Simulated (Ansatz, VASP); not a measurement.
# Si7Ge: VASP beside Ansatz, part 2 of 3

Wanted: the spread between two codes on one cell, functional and k mesh. The cell is generated by rule, not measured, and may not be a known phase. The cell is taken from a series of runs on this material, whose earlier steps may have relaxed, scaled, displaced or heated it; both programs get it as it stands.

VASP 6.6.1 and Ansatz 0.2.0.

So far: Starting point; VASP: relaxation of cell and atoms, PBEsol, pair 1.

### 2. VASP: relaxation of cell and atoms, PBEsol, pair 1 (continued)

Level of this step: PBEsol; plane waves and PAW (Si, Ge_d); invented cell (VASP).

Numbers of over 12 decimals in the logs are rounded to 6 here.

From OUTCAR (step 2):

```text
ion  position               nearest neighbor table
   1  0.500  0.500  0.000-   4 2.36   5 2.36   6 2.36   7 2.36
   2  0.500  0.000  0.500-   4 2.36   5 2.36   6 2.36   7 2.36
   3  0.000  0.500  0.500-   4 2.36   5 2.36   6 2.36   7 2.36
   4  0.250  0.250  0.250-   1 2.36   2 2.36   3 2.36   8 2.36
   5  0.750  0.750  0.250-   1 2.36   2 2.36   3 2.36   8 2.36
   6  0.750  0.250  0.750-   1 2.36   2 2.36   3 2.36   8 2.36
   7  0.250  0.750  0.750-   1 2.36   2 2.36   3 2.36   8 2.36
   8  0.000  0.000  0.000-   4 2.36   5 2.36   6 2.36   7 2.36

  LATTYP: Found a simple cubic cell.
 ALAT       =     5.4587500000

 Subroutine GETGRP returns: Found 24 space group operations
 (whereof 24 operations were pure point group operations)

The static configuration has the point symmetry T_d .

   k-points           NKPTS =    216   k-points in BZ     NKDIM =    216   number of bands    NBANDS=     29

   dimension x,y,z NGX =    40 NGY =   40 NGZ =   40
   dimension x,y,z NGXF=    80 NGYF=   80 NGZF=   80

   ENCUT  =  500.0 eV  36.75 Ry    6.06 a.u.   9.95  9.95  9.95*2*pi/ulx,y,z

   NELECT =      42.0000    total number of electrons

 k-points in reciprocal lattice and weights: Points of the shifted mesh
   0.08333333  0.08333333  0.08333333       0.005
   0.08333333  0.08333333  0.25000000       0.005
   0.08333333  0.08333333  0.41666667       0.005
   0.08333333  0.08333333  0.58333333       0.005
   0.08333333  0.08333333  0.75000000       0.005
   0.08333333  0.08333333  0.91666667       0.005
   0.08333333  0.25000000  0.08333333       0.005
   0.08333333  0.25000000  0.25000000       0.005
   0.08333333  0.25000000  0.41666667       0.005
[...]
0.91666667  0.91666667  0.75000000       0.005
   0.91666667  0.91666667  0.91666667       0.005

 average (electrostatic) potential at core
       1 -83.2397       2 -83.2397       3 -83.2397       4 -83.2920       5 -83.2920
       6 -83.2920       7 -83.2920       8 -72.8362

 E-fermi :   5.8214

 k-point     1 :       0.0833    0.0833    0.0833
  band No.  band energies     occupation
    ...
     17       2.8421      2.00000
     18       2.8421      2.00000
     19       4.7445      2.00000
     20       5.5057      2.00000
     21       5.5057      2.00000
     22       6.1371      0.00000
     23       6.3986      0.00000
     24       6.3986      0.00000
     25       6.8178      0.00000
     26       6.9672      0.00000
    ...

 k-point     2 :       0.0833    0.0833    0.2500
  band No.  band energies     occupation
    ...
     17       2.7059      2.00000
     18       3.0493      2.00000
     19       3.6447      2.00000
     20       4.8465      2.00000
     21       5.0238      2.00000
     22       6.4161      0.00000
     23       6.9953      0.00000
     24       7.1304      0.00000
     25       7.4294      0.00000
     26       7.9076      0.00000
    ...

 k-point     3 :       0.0833    0.0833    0.4167
  band No.  band energies     occupation
    ...
     17       2.4279      2.00000
     18       3.2530      2.00000
     19       3.4753      2.00000
     20       4.0748      2.00000
     21       4.1051      2.00000
     22       6.7474      0.00000
     23       7.2916      0.00000
     24       8.2823      0.00000
     25       8.6064      0.00000
     26       8.6301      0.00000
    ...

  Total        0.0051165      0.0051165      0.0051165      0.0000000     -0.0000000      0.0000000
  in kB        0.0503533      0.0503533      0.0503533      0.0000000     -0.0000000      0.0000000
  external PRESSURE =       0.0503533 kB  Pullay stress =       0.0000000 kB

  energy-cutoff  :      500.00
  volume of cell :      162.80
      direct lattice vectors                 reciprocal lattice vectors
     5.460321999  0.000000000 -0.000000000     0.183139383 -0.000000000  0.000000000
     0.000000000  5.460321999  0.000000000    -0.000000000  0.183139383 -0.000000000
    -0.000000000  0.000000000  5.460321999     0.000000000 -0.000000000  0.183139383

 POSITION                                       TOTAL-FORCE (eV/Angst)
 -----------------------------------------------------------------------------------
      2.73016      2.73016     -0.00000        -0.000000     -0.000000     -0.000000
      2.73016      0.00000      2.73016        -0.000000     -0.000000     -0.000000
      0.00000      2.73016      2.73016        -0.000000     -0.000000     -0.000000
      1.37897      1.37897      1.37897        -0.000272     -0.000272     -0.000272
      4.08135      4.08135      1.37897         0.000272      0.000272     -0.000272
      4.08135      1.37897      4.08135         0.000272     -0.000272      0.000272
      1.37897      4.08135      4.08135        -0.000272      0.000272      0.000272
      0.00000      0.00000     -0.00000        -0.000000     -0.000000     -0.000000
 -----------------------------------------------------------------------------------
    total drift:                               -0.000000     -0.000000     -0.000000

  FREE ENERGIE OF THE ION-ELECTRON SYSTEM (eV)
  ---------------------------------------------------
  free  energy   TOTEN  =       -45.1288722900 eV

  energy  without entropy=      -45.1288722900  energy(sigma->0) =      -45.12887229

 reached required accuracy - stopping structural energy minimisation

 total charge
# of ion       s       p       d       tot
------------------------------------------
    1        0.752   0.934   0.000   1.686
    2        0.752   0.934   0.000   1.686
    3        0.752   0.934   0.000   1.686
    4        0.754   0.925   0.000   1.679
    5        0.754   0.925   0.000   1.679
    6        0.754   0.925   0.000   1.679
    7        0.754   0.925   0.000   1.679
    8        1.111   1.360  10.030  12.500
--------------------------------------------------
tot          6.385   7.861  10.030  24.277

[... 3 further parts left out ...]
```

CONTCAR:

```
Si7Ge
   1.00000000000000
     5.4603219986723364    0.0000000000000000   -0.0000000000000000
     0.0000000000000000    5.4603219986723364    0.0000000000000000
    -0.0000000000000000    0.0000000000000000    5.4603219986723364
  Si              Ge
     7     1
Direct
     0.5000000000000000    0.5000000000000000    0.0000000000000000
     0.5000000000000000    0.0000000000000000    0.5000000000000000
     0.0000000000000000    0.5000000000000000    0.5000000000000000
     0.2525434799892330    0.2525434799892330    0.2525434799892330
     0.7474565200107670    0.7474565200107670    0.2525434799892330
     0.7474565200107670    0.2525434799892330    0.7474565200107670
     0.2525434799892330    0.7474565200107670    0.7474565200107670
     0.0000000000000000    0.0000000000000000    0.0000000000000000
```

The gap is read on the k-mesh alone, so it is an upper bound where the band edges lie off the mesh. The run keeps the 24 symmetry operations of its start, so it cannot find a distortion of lower symmetry.

### 3. Ansatz: relaxation of cell and atoms, PBEsol, pair 1

Ansatz runs on its PAW soft_1 files.

The same cell, functional, mesh and smearing now go to Ansatz, which takes its cutoff from its data sets.

input.yaml reads:

```yaml
crystal:
  lattice:
    - [5.45875, 0.0, 0.0]
    - [0.0, 5.45875, 0.0]
    - [0.0, 0.0, 5.45875]
  atoms:
    - { symbol: Si, position: [0.5, 0.5, 0.0] }
    - { symbol: Si, position: [0.5, 0.0, 0.5] }
    - { symbol: Si, position: [0.0, 0.5, 0.5] }
    - { symbol: Si, position: [0.25, 0.25, 0.25] }
    - { symbol: Si, position: [0.75, 0.75, 0.25] }
    - { symbol: Si, position: [0.75, 0.25, 0.75] }
    - { symbol: Si, position: [0.25, 0.75, 0.75] }
    - { symbol: Ge, position: [0.0, 0.0, 0.0] }
kpoints:
  mp_grid: { grid: [6, 6, 6], shift: [0.5, 0.5, 0.5] }
hamiltonian:
  xc: pbesol
  pseudopotentials: { kind: paw, azcp: { folder: soft_1 }, xc_functional: pbe }
scf:
  occupations: { method: gaussian, width: 0.02 }
output:
  forces: true
  stress: true
  eigenvalues: true
relax:
  adjacent_minimum: "off"
  f_tol: 0.004
  max_steps: 80
  cell: { stress_tol: 0.04 }
```

Launch:

```bash
$ ansatz run input.yaml --threads 8 --pin off --max-ram 16384MiB --backend cpu --events-out ev --progress --plain --runs-dir out
```

What it wrote:

```text
Engine: ansatz 0.2.0, aarch64-unknown-linux-gnu
Pseudopotentials: kind: paw
Pseudopotential: Si, paw, valence charge 4, recommended cutoff 420 eV (normal), soft_1/Si.paw.azcp
Pseudopotential: Ge, paw, valence charge 14, recommended cutoff 420 eV (normal), soft_1/Ge.paw.azcp
Functional definition: PBEsol
  exchange = pbesol_x
  correlation = pbesol_c
Crystal: 8 atoms, lattice volume = 162.660 Å³
Basis set: ecut = 420 eV, 3191 PW (Γ), exchange–correlation on 80×80×80 points (8 copies of the dense FFT grid, shifted against one another)
Bands: 29, of which v1, the nominal top of the filled ones, is band 21 counted from 1 (20 counted from 0)
Symmetry: 24 space group operations
Space group: P-43m (ITA 215), of the structure as read, at distance tolerance 5.5e-5 Å
k-points: 10 of 216 (time reversal used)
Non-local potential: Si, projectors of the file, l = 0: 2, l = 1: 2, l = 2: 1
Non-local potential: Ge, projectors of the file, l = 0: 2, l = 1: 2, l = 2: 3, l = 3: 1
PAW form: soft (Blöchl's): semilocal exchange-correlation on the pseudo side does not see the compensation charge
PAW frozen core: Si, regenerated for the run's functional, and the local potential with it (the file was generated under x = pbe(κ = 0.804, μ = 0.219515), c = pbe(β = 0.066725))
PAW frozen core: Ge, regenerated for the run's functional, and the local potential with it (the file was generated under x = pbe(κ = 0.804, μ = 0.219515), c = pbe(β = 0.066725))
PAW one-centre angular grid: Si, 110 points (default); XC on 64 Gauss nodes
PAW one-centre angular grid: Ge, 590 points (default); XC on 64 Gauss nodes
Initial density: superposition of atomic densities (chi_scale 0.1, normalization cell, long waves kept (reshape's long-wave potential 0.01 eV rms))
Initial wavefunctions: pseudopotential atomic-orbital guess
Functional: x = pbesol(κ = 0.804, μ = 0.123457), c = pbesol(β = 0.046)
SCF iter   1: F=—  HF=-8604.703173 eV  |F-HF|=—  |Δ(HF+E_count)|=         —  Δρ=4.46e-2  dr2=2.91e0  ethr=3.10e-3  ⟨swp⟩=8.9  Hψ=1641  notcnv=0
preconditioner: auto → Resta (q_TF=auto, 2.177 Å⁻¹)  ε∞=5.2  [insulator: Δε(μ)=1.021 eV  Ē_g=8.052 eV  σ=0.020 eV  W_gap=1.00  n_scr=26 (ndim 8)  ℏωp=16.5 eV  f_vac=0.000  D(μ)=0.00/eV (n_scr^D=0)  ε∞_Penn≈5.2]
SCF iter   2: F=—  HF=-8604.163777 eV  |F-HF|=—  |Δ(HF+E_count)|=   5.39e-1  Δρ=2.57e-2  dr2=9.97e-1  ethr=3.10e-3  ⟨swp⟩=2.0  Hψ=419  notcnv=0  defer=27
SCF iter   3: F=—  HF=-8603.910903 eV  |F-HF|=—  |Δ(HF+E_count)|=   2.53e-1  Δρ=2.68e-3  dr2=1.16e-2  ethr=2.37e-3  ⟨swp⟩=2.9  Hψ=495  notcnv=0  defer=29
SCF iter   4: F=—  HF=-8603.901902 eV  |F-HF|=—  |Δ(HF+E_count)|=   9.00e-3  Δρ=1.61e-3  dr2=4.51e-3  ethr=2.75e-5  ⟨swp⟩=2.6  Hψ=531  notcnv=0  defer=31
SCF iter   5: F=—  HF=-8603.904083 eV  |F-HF|=—  |Δ(HF+E_count)|=   2.18e-3  Δρ=4.02e-4  dr2=3.64e-4  ethr=1.07e-5  ⟨swp⟩=2.0  Hψ=518  notcnv=0  defer=31
SCF iter   6: F=—  HF=-8603.904416 eV  |F-HF|=—  |Δ(HF+E_count)|=   3.33e-4  Δρ=5.74e-5  dr2=5.98e-6  ethr=8.66e-7  ⟨swp⟩=2.1  Hψ=414  notcnv=0  defer=31
SCF iter   7: F=—  HF=-8603.904489 eV  |F-HF|=—  |Δ(HF+E_count)|=   7.26e-5  Δρ=6.50e-6  dr2=4.02e-8  ethr=2.38e-10  ⟨swp⟩=12.1  Hψ=1779  notcnv=0
SCF iter   8: F=-8603.904489 eV  HF=-8603.904489 eV  |F-HF|=2.98e-10  |Δ(HF+E_count)|=   1.20e-7  Δρ=8.01e-7  dr2=7.29e-10  ethr=9.58e-11  ⟨swp⟩=2.5  Hψ=954  notcnv=0
SCF 1 converged in 8 iterations: F = -8603.904489 eV  dr2 = 7.29e-10
  greatest PAW one-centre occupation: 0.998 electrons in one spin orbital (limit 2), on the Ge atom at site 7 (counted from 0), in its partial waves of l = 2
relax step   1: F+E_penalty+E_count = -8603.90448887 eV  Δ(F+E_penalty+E_count) = +0.000e0 eV  max|allowed force component| = 2.388e-1 eV/Å  Δτ_max = 0.0000 Å  P = +0.025 GPa  Ω = 162.660 Å³  (8 SCF iters, dr2 threshold 1.00e-7 eV, accepted)
[...]
relax step   2: F+E_penalty+E_count = -8603.92460415 eV  Δ(F+E_penalty+E_count) = -2.012e-2 eV  max|allowed force component| = 1.877e-3 eV/Å  Δτ_max = 0.0247 Å  P = -0.011 GPa  Ω = 162.696 Å³  energy of the carried Pulay correction = -1.641e-6 eV  (5 SCF iters, dr2 threshold 8.00e-7 eV, accepted)
[...]
relax step   3: F+E_penalty+E_count = -8603.92460429 eV  Δ(F+E_penalty+E_count) = -1.426e-7 eV  max|allowed force component| = 1.825e-3 eV/Å  Δτ_max = 0.0000 Å  P = -0.012 GPa  Ω = 162.696 Å³  stress off target by 1.16e-2 GPa  SCF on the basis re-selected at this cell (its energy is not comparable with the rows above)  (6 SCF iters)
basis re-selected at this cell: Δ(F+E_penalty+E_count) = -1.426e-7 eV, ΔP = -0.000 GPa vs the last step (what re-selecting the basis moved, of the pressure what is left beyond the Pulay correction that the steps carried, after the strain that the cell walked since its last selection, with what the two solves' SCF thresholds leave and, on support functions, any second-order correction that the steps lacked; it is no m [...]
SCF converged after 6 iterations
Free energy (F): -8603.924604 eV
Harris-Foulkes:  -8603.924604 eV  (|F-HF|=5.46e-12)
Internal energy: -8603.924604 eV  (E = F + TS)
E sigma→0 (E₀):  -8603.924604 eV
Fermi energy:    6.651830 eV
--- Per-component energies (eV) ---
  E_band       = -134.439274
  E_kinetic    = 376.331666
  E_local      = -2977.826151  (includes V_loc(G=0)·N_el)
  E_nonlocal   = 380.204026
  E_hartree    = 1395.062934
  E_xc         = -462.102080
  E_vxc        = -399.302167  (∫ρ·V_xc dr)
  E_paw        = -5457.206841  (= ΣΔE_a)
  E_vpaw       = -303.972816  (= ΣTr[D̂ρ^β])
  E_aug_tail   = 0.000287  (compensation charges beyond the density's cutoff)
  E_ewald      = -1859.527307
  E_core_change = 1.138863  (= ΣΔE_core)
  E_smearing   = -0.000000  (= −TS)
  E_closure    = 0.000000  (closes the sum)
  Σ components = -8603.924604   (vs F -8603.924604, Δ=0.00e0)
--- Forces (eV/Å), atoms counted from 1 ---
  atom   1  Si     0.00000000     0.00000000     0.00000000
  atom   2  Si     0.00000000     0.00000000    -0.00000000
  atom   3  Si     0.00000000     0.00000000     0.00000000
  atom   4  Si    -0.00182536    -0.00182536    -0.00182536
  atom   5  Si     0.00182536     0.00182536    -0.00182536
  atom   6  Si     0.00182536    -0.00182536     0.00182536
  atom   7  Si    -0.00182536     0.00182536     0.00182536
  atom   8  Ge    -0.00000000     0.00000000    -0.00000000
  max |Σ_I F_I| component: 6.22e-17 eV/Å
--- Stress (GPa, compression-positive) ---
       -0.011589      -0.000000       0.000000
        0.000000      -0.011589      -0.000000
        0.000000      -0.000000      -0.011589
  P = ⅓ Tr σ = -0.0116 GPa (-0.116 kbar)
--- Band table (eV; the first three rows and the last of 10) ---
  k-point 0: bands = [... 17 lower, 3.6700, 5.5730, 6.3347, 6.3347, 6.9685, 7.2314, 7.2314, 7.6493, ... 4 higher]
  k-point 1: bands = [... 17 lower, 3.8768, 4.4727, 5.6755, 5.8525, 7.2481, 7.8266, 7.9628, 8.2619, ... 4 higher]
  k-point 2: bands = [... 17 lower, 4.0812, 4.3029, 4.9035, 4.9340, 7.5789, 8.1226, 9.1131, 9.4390, ... 4 higher]
  k-point 9: bands = [... 17 lower, 5.0690, 5.0690, 5.3426, 5.3426, 7.7834, 8.1979, 8.4294, 8.4294, ... 4 higher]
--- Relaxed structure (2 steps of the walk, 2 accepted, 1 SCFs on fresh bases) ---
  F+E_penalty+E_count = -8603.92460429 eV   max|allowed force component| = 1.825e-3 eV/Å   (the final SCF, on the basis selected at the relaxed cell)
  cell:  # Å, volume = 162.6957 Å³
    - [5.459154, 0, 0]
    - [0, 5.459154, 0]
    - [0, 0, 5.459154]
  atoms:
    - { symbol: Si, position: [0.500000, 0.500000, 0] }
    - { symbol: Si, position: [0.500000, 0, 0.500000] }
    - { symbol: Si, position: [1.5889383796444253e-19, 0.500000, 0.500000] }
    - { symbol: Si, position: [0.252616, 0.252616, 0.252616] }
    - { symbol: Si, position: [0.747384, 0.747384, 0.252616] }
    - { symbol: Si, position: [0.747384, 0.252616, 0.747384] }
    - { symbol: Si, position: [0.252616, 0.747384, 0.747384] }
    - { symbol: Ge, position: [1.5889383796444323e-19, 0, 0] }
```

Reading the cycles: dr2 is the Hartree energy of the density residual (eV), the measure of convergence; HF is the Harris–Foulkes estimate of the energy, which meets the free energy F at convergence.

### 4. Differences

Known differences besides the potentials themselves: the cutoff is 420 eV in Ansatz and 500 eV in VASP; Ansatz makes its cores anew for this functional, VASP keeps those of its PBE data sets; Ansatz adds a Pulay correction to the stress that steers its cell, VASP none. Total energies have different zeros and are not compared.

The two programs side by side:

| quantity | Ansatz | VASP | difference |
| --- | --- | --- | --- |
| volume (Å³) | 162.70 | 162.80 | -0.06 % |
| edge a after relaxation, in the typed setting (Å) | 5.459 | 5.460 | -0.02 % |

### 5. Ansatz: relaxation of cell and atoms, PBEsol, pair 2

The relaxed volume is the usual yardstick between codes: in a stiff, nearly cubic crystal its relative difference is about their pressure difference at one cell divided by the bulk modulus.

The cell is taken from a series of runs on this material, whose earlier steps may have relaxed, scaled, displaced or heated it; both programs get it as it stands.

input.yaml, the sections that differ from step 3:

```yaml
crystal:
  lattice:
    - [5.459153629, 0.0, 0.0]
    - [0.0, 5.459153629, 0.0]
    - [0.0, 0.0, 5.459153629]
  atoms:
    - { symbol: Si, position: [0.5, 0.5, 0.0] }
    - { symbol: Si, position: [0.5, 0.0, 0.5] }
    - { symbol: Si, position: [0.0, 0.5, 0.5] }
    - { symbol: Si, position: [0.2526156647, 0.2526156647, 0.2526156647] }
    - { symbol: Si, position: [0.7473843353, 0.7473843353, 0.2526156647] }
    - { symbol: Si, position: [0.7473843353, 0.2526156647, 0.7473843353] }
    - { symbol: Si, position: [0.2526156647, 0.7473843353, 0.7473843353] }
    - { symbol: Ge, position: [0.0, 0.0, 0.0] }
scf:
  occupations: { method: fixed }
relax:
  adjacent_minimum: "off"
  f_tol: 0.001
  max_steps: 60
  cell: { stress_tol: 0.01 }
# kpoints, hamiltonian, output: as in step 3
```

What it wrote:

```text
[...]
Crystal: 8 atoms, lattice volume = 162.696 Å³
Basis set: ecut = 420 eV, 3191 PW (Γ), exchange–correlation on 80×80×80 points (8 copies of the dense FFT grid, shifted against one another)
Bands: 29, of which v1, the nominal top of the filled ones, is band 21 counted from 1 (20 counted from 0)
Symmetry: 24 space group operations
[...]
k-points: 10 of 216 (time reversal used)
[...]
- [5.458958, 0, 0]
    - [0, 5.458958, 0]
    - [0, 0, 5.458958]
  atoms:
    - { symbol: Si, position: [0.5, 0.5, 0] }
    - { symbol: Si, position: [0.5, 0, 0.5] }
    - { symbol: Si, position: [0, 0.5, 0.5] }
    - { symbol: Si, position: [0.252594, 0.252594, 0.252594] }
    - { symbol: Si, position: [0.747406, 0.747406, 0.252594] }
    - { symbol: Si, position: [0.747406, 0.252594, 0.747406] }
    - { symbol: Si, position: [0.252594, 0.747406, 0.747406] }
    - { symbol: Ge, position: [0, 0, 0] }
[key lines of the parts left out:]
SCF converged after 6 iterations
Free energy (F): -8603.924607 eV
Fermi energy:    6.335884 eV
P = ⅓ Tr σ = -0.0019 GPa (-0.019 kbar)
```

(Continued in part 3 of 3.)

[Lines on the potential files, build, host, timing and source positions are cut from VASP's logs without a mark.]

[Logs are printed without paths, hosts, clocks, repeated set-up lines and the standing remarks that a program may print on its own settings, such as how far it seeks lower states.]

[Hosts, paths, dates, database ids (printed as entryN), source tags and the programs' standing remarks are cut or masked in the printed files.]
